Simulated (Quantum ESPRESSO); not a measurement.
**CuCl2 under changes of volume**

One of the cells (46.505 Å³/atom); the others are scaled copies at fixed shape and fractional positions:

```
CELL_PARAMETERS angstrom
-2.25486 2.25486 6.85990
2.25486 -2.25486 6.85990
2.25486 2.25486 -6.85990
ATOMIC_POSITIONS crystal
Cu 0.00000 0.00000 0.00000
Cl 0.00000 0.50000 0.50000
Cl 0.50000 0.00000 0.50000
```

Measurements of this composition are mostly on another form, of space group No. 12.

```yaml
Program: Quantum ESPRESSO 7.5
Functional: PBEsol
Potentials_or_basis: GBRV 1.5 PBEsol
Cutoff: 762 eV
Density_cutoff: 6095 eV
k_mesh: 8 × 8 × 8
Occupations: fermi-dirac, width 0.05 eV
Spin: no spin polarisation
```

```csv
volume (Å³/atom),energy over the lowest point (meV/atom),pressure (GPa)
43.714,2.07,0.6
44.644,0.00,0.0
45.574,1.00,-0.5
46.505,4.74,-0.9
47.435,10.88,-1.3
48.365,?,?
49.295,29.35,-1.9
```

Question: What does the run at 48.365 Å³/atom give?

Answer: Energy over the lowest point 19.17 meV/atom; pressure -1.6 GPa.

Worked out: A Birch-Murnaghan fit of order 3 (a polynomial in V^(-2/3)) to the other rows has its minimum at 44.79 Å³/atom with B0 = V·E''(V) = 25 GPa and B' = 4.8 at fixed shape and positions, which overstates the stiffness. It gives 19.17 meV/atom at 48.365 Å³/atom, against the run's 19.17, and -dE/dV = -1.6 GPa, against -1.6.

Energies are extrapolated to zero smearing.

Caveats: an odd number of electrons without spin polarisation forces a metal; a magnetic or distorted state may lie lower; the run has no spin polarisation, though such a crystal can be magnetic.
